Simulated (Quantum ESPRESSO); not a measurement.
**GaP: band structure with PBE**

**What was measured.**

“Stacking defects in GaP nanowires: Electronic structure and optical properties”, 2018, arxiv:1810.01194 quotes, for a bulk crystal of GaP at 10 K: band gap 2.34 eV (indirect).

The system is GaP.

```xyz
2
Lattice="0.0000 2.7252 2.7252 2.7252 0.0000 2.7252 2.7252 2.7252 0.0000" Properties=species:S:1:pos:R:3 pbc="T T T"
Ga    0.0000    0.0000    0.0000
P     4.0879    4.0879    4.0879
```

- Program: Quantum ESPRESSO 7.5
- Task: band structure
- Functional: PBE
- Potentials or basis: PseudoDojo 0.5 SR PBE standard
- Cutoff: 1088 eV
- Density cutoff: 4354 eV
- k mesh: 8 × 8 × 8
- Occupations: fermi-dirac, width 0.05 eV
- Spin: no spin polarisation
- Mixing beta: 0.5
- Most SCF iterations: 120
- SCF threshold: 4e-10 Ry

The pressure is 2.6 GPa. The band gap on the k mesh is 1.64 eV, indirect (least direct gap 1.82 eV). The band gap along the path is 1.60 eV, indirect (least direct gap 1.82 eV).

Levels at the corners of the path, in eV from the valence-band top:
```
point  band 6  band 7  band 8  band 9  band 10  band 11  band 12  band 13
    Γ  -12.49    0.00    0.00    0.00     1.82     3.89     3.89     3.89
    X   -9.53   -6.75   -2.68   -2.68     1.66     1.83    10.58    10.58
    W   -9.44   -6.54   -3.57   -3.42     4.70     4.86     6.11     6.15
    K   -9.57   -6.54   -3.93   -2.25     2.19     4.80     8.24     8.26
    Γ  -12.49    0.00    0.00    0.00     1.82     3.89     3.89     3.89
    L  -10.43   -6.63   -1.12   -1.12     1.67     4.72     4.72     8.29
    U   -9.57   -6.54   -3.93   -2.25     2.19     4.80     8.24     8.26
    W   -9.44   -6.54   -3.57   -3.42     4.70     4.86     6.11     6.15
    L  -10.43   -6.63   -1.12   -1.12     1.67     4.72     4.72     8.29
    K   -9.57   -6.54   -3.93   -2.25     2.19     4.80     8.24     8.26
    U   -9.57   -6.54   -3.93   -2.25     2.19     4.80     8.24     8.26
    X   -9.53   -6.75   -2.68   -2.68     1.66     1.83    10.58    10.58
```

It took 67 s on 1 thread of Arm Neoverse V1, on a shared host, peak memory 0.1 GiB.

A measured gap of GaP is 2.34 eV (indirect; 10 K; quoted in “Stacking defects in GaP nanowires: Electronic structure and optical properties”, 2018, arxiv:1810.01194); the calculated 1.60 eV misses it by -0.74 eV. Spin-orbit coupling on Ga is left out. The value is that of PBE, without temperature or zero-point motion. Semilocal functionals fall short of measured gaps as a rule.
